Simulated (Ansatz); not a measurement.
Relaxed NaBr (rock salt):

```yaml
crystal:
  lattice:
    - [0.00000, 6.03598, 6.03598]
    - [3.01799, 0.00000, 3.01799]
    - [3.01799, 3.01799, 0.00000]
  atoms:
    - { symbol: Br, position: [0.00000, 0.00000, 0.00000] }
    - { symbol: Br, position: [0.50000, 0.00000, 0.00000] }
    - { symbol: Na, position: [0.25000, 0.50000, 0.50000] }
    - { symbol: Na, position: [0.75000, 0.50000, 0.50000] }
```

Two-dimensional scan of atom 4 (Na, nearest neighbour Br at 3.018 Å; its periodic images, 4.3 Å or more away, move with it): u runs along (0.707, 0.707, 0.000), v along (0.000, 0.000, 1.000) (Cartesian). Cell and other atoms are fixed.

Method: PBE (plane waves to 420 eV, PAW, scalar-relativistic; Ansatz, a first-principles code). k mesh 4×8×8 (Γ-centred), Fermi-Dirac smearing 0.05 eV. The energy includes the smearing's −TS. Points where atoms come too close for the PAW data are left out (x in tables, blank in figures). NaBr was relaxed with its symmetry unable to fall.

Changes of ΔE (eV/cell) from the point u = 0.000 Å, v = 0.000 Å when one coordinate moves alone (two changes are said to add if the coupling is within 5 % of the smaller one, nearly so within 20 %):

```tsv
point	change
u = 0.000 Å, v = -0.667 Å	0.5393
u = 0.000 Å, v = -0.333 Å	0.0885
u = -1.000 Å, v = 0.000 Å	0.7072
u = -0.667 Å, v = 0.000 Å	0.2759
u = -0.333 Å, v = 0.000 Å	0.0610
u = 0.333 Å, v = 0.000 Å	0.0610
u = 0.667 Å, v = 0.000 Å	0.2759
u = 1.000 Å, v = 0.000 Å	0.7072
u = 0.000 Å, v = 0.333 Å	0.0885
u = 0.000 Å, v = 0.667 Å	0.5393
```

Problem. Do the two effects add at u = -0.333 Å, v = -0.667 Å? Give the computed change.

Solution. The sum of the single changes is 0.0610 + (0.5393) = 0.6003; the calculation gives 0.5327, so the coupling contributes -0.0676 (over 20 % of the smaller single change, not additive).

Problem. Do the two effects add at u = -1.000 Å, v = 0.667 Å? Give the computed change.

Solution. The sum of the single changes is 0.7072 + (0.5393) = 1.2465; the calculation gives 0.7198, so the coupling contributes -0.5267 (over 20 % of the smaller single change, not additive).

Problem. What is the change at u = 0.667 Å, v = -0.667 Å, where both move, and how far is it from the sum?

Solution. The sum of the single changes is 0.2759 + (0.5393) = 0.8152; the calculation gives 0.5608, so the coupling contributes -0.2544 (over 20 % of the smaller single change, not additive).

(For displaced atoms, the force is minus the slope of the energy, and its curvature is a force constant, which sets phonon frequencies.)
